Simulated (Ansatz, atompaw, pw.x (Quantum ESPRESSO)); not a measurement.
**What a changed setting does to a pw.x run (fcc Zr)**

Potential: PAW, atompaw 4.2.0.5, PBEsol; core [Ar] 3d10 4s2, reference 4p6 4d2 5s2 5p0; waves: 5s (bound): rc 3.00 bohr; 5s channel at 0.95 Ry: rc 3.00 bohr; 4p (bound): rc 2.40 bohr; 5p (bound, empty): rc 3.00 bohr; 4d (bound): rc 2.00 bohr; 4d channel at 0.05 Ry: rc 2.00 bohr; local part: bessel scheme, radius 2.30 bohr; core correction: smooth core density matched at 2.35 bohr; augmentation: besselshape compensation charge, radius 2.70 bohr; PAW radius 3.00 bohr; waves and projectors: custom rrkj vanderbiltortho.

The reference run (k-mesh 13³, cutoffs 40/400 Ry, Fermi–Dirac 0.01 Ry, mixing_beta 0.4, conv_thr 1e-9, no spin) gives 1.20 GPa at 22.271 Å³/atom, where all-electron LAPW gives 0.28 GPa. This run, with its own iteration cap, changes smearing to gauss.

```
&control
  calculation='scf', prefix='x', pseudo_dir='./', outdir='./tmp', tstress=.true., disk_io='none'
/
&system
  ibrav=0, nat=1, ntyp=1, ecutwfc=40, ecutrho=400, nbnd=12,
  occupations='smearing', smearing='gauss', degauss=0.01
/
&electrons
  conv_thr=1e-09, mixing_beta=0.4, electron_maxstep=60
/
ATOMIC_SPECIES
Zr 1.0 Zr.UPF
CELL_PARAMETERS angstrom
  0.00000000 2.23307465 2.23307465
  2.23307465 0.00000000 2.23307465
  2.23307465 2.23307465 0.00000000
ATOMIC_POSITIONS crystal
Zr 0.0000 0.0000 0.0000
K_POINTS automatic
13 13 13 0 0 0
```

```bash
pw.x < Zr.scf.in > Zr.scf.out
```

Question: How does the run end?

Answer: It converges in 6 iterations; the free energy moves by +38.7 meV/atom and the pressure by -0.35 GPa. Gaussian smearing of the same width is narrower in effect than Fermi–Dirac, so its quadratic term in F is smaller.

```
Message from routine setup:
     using ibrav=0 with symmetry is DISCOURAGED, use correct ibrav instead
     lattice parameter (alat)  =       5.9678  a.u.
     unit-cell volume          =     150.2922 (a.u.)^3
     number of electrons       =        10.00
     number of Kohn-Sham states=           12
     kinetic-energy cutoff     =      40.0000  Ry
     charge density cutoff     =     400.0000  Ry
     scf convergence threshold =      1.0E-09
     Exchange-correlation= SLA PW PSX PSC
     number of k points=    84  Gaussian smearing, width (Ry)=  0.0100
     iteration #  1     ecut=    40.00 Ry     beta= 0.40
     total energy              =    -273.04579791 Ry
     estimated scf accuracy    <       0.01346932 Ry
     iteration #  2     ecut=    40.00 Ry     beta= 0.40
     total energy              =    -273.04405955 Ry
     estimated scf accuracy    <       0.00239562 Ry
     iteration #  3     ecut=    40.00 Ry     beta= 0.40
     total energy              =    -273.04422251 Ry
     estimated scf accuracy    <       0.00004069 Ry
     iteration #  4     ecut=    40.00 Ry     beta= 0.40
     total energy              =    -273.04424400 Ry
     estimated scf accuracy    <       0.00000155 Ry
     iteration #  5     ecut=    40.00 Ry     beta= 0.40
     total energy              =    -273.04424488 Ry
     estimated scf accuracy    <       0.00000104 Ry
     iteration #  6     ecut=    40.00 Ry     beta= 0.40
     the Fermi energy is    13.8255 ev
!    total energy              =    -273.04424504 Ry
     estimated scf accuracy    <          2.7E-10 Ry
     smearing contrib. (-TS)   =      -0.00116939 Ry
     The total energy is F=E-TS. E is the sum of the following terms:
     one-electron contribution =      -2.08480654 Ry
     hartree contribution      =       5.97110243 Ry
     xc contribution           =      -9.10762218 Ry
     ewald contribution        =     -54.32430404 Ry
     one-center paw contrib.   =    -213.49744532 Ry
     convergence has been achieved in   6 iterations
          total   stress  (Ry/bohr**3)                   (kbar)     P=        8.48
     Message from routine punch:
     Nothing written, as per user request (disk_io='none')
```

The run took about 6.8 s on one core of a shared host (Intel(R) Xeon(R) Platinum 8488C, 96 threads, 744 GiB, load 22).
